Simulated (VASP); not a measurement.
A run of VASP 6.6.1 is set up as follows.

The input INCAR:

```
SYSTEM = SnTe
PREC = Accurate
ENCUT = 500
EDIFF = 1E-6
ISMEAR = -1
SIGMA = 0.02
LREAL = .False.
LASPH = .True.
NELM = 120
ALGO = Normal
ISIF = 2
LWAVE = .False.
LCHARG = .False.
GGA = PE
NBANDS = 17
GGA_COMPAT = .False.
```

File KPOINTS:

```
regular mesh
0
Gamma
  6 6 6
  0 0 0
```

File POSCAR:

```
SnTe
1.0
    0.0000000000      3.2071856963      3.2071856963
    3.2071856963      0.0000000000      3.2071856963
    3.2071856963      3.2071856963      0.0000000000
Sn Te
1 1
Direct
    0.0000000000      0.0000000000      0.0000000000
    0.5000000000      0.5000000000      0.5000000000
```

Potentials or basis: VASP PAW PBE potentials, release 64 (Sn_d, Te).

Command:

```console
$ cat potpaw_PBE.64/Sn_d/POTCAR potpaw_PBE.64/Te/POTCAR > POTCAR
$ mpirun -np 1 vasp_std > vasp.out
```

Q: Estimate the band gap on the k mesh.

A: 0.06 eV.

Q: Estimate the pressure.

A: -0.1 GPa.

Caveat: spin-orbit coupling is left out, which moves the levels of the heavy elements.

**The experiment to reproduce.**

A printed reference work, textbook reports, for a bulk crystal of SnTe at 300 K: band gap 0.18 eV (direct).

Against the measured gap of SnTe, 0.18 eV (direct; 300 K; a printed reference work, textbook), the calculated 0.06 eV is off by -0.12 eV. Spin-orbit coupling on Sn, Te is left out. The value is that of PBE on a finite k mesh, which can miss the band edges, without temperature or zero-point motion. Semilocal functionals fall short of measured gaps as a rule.
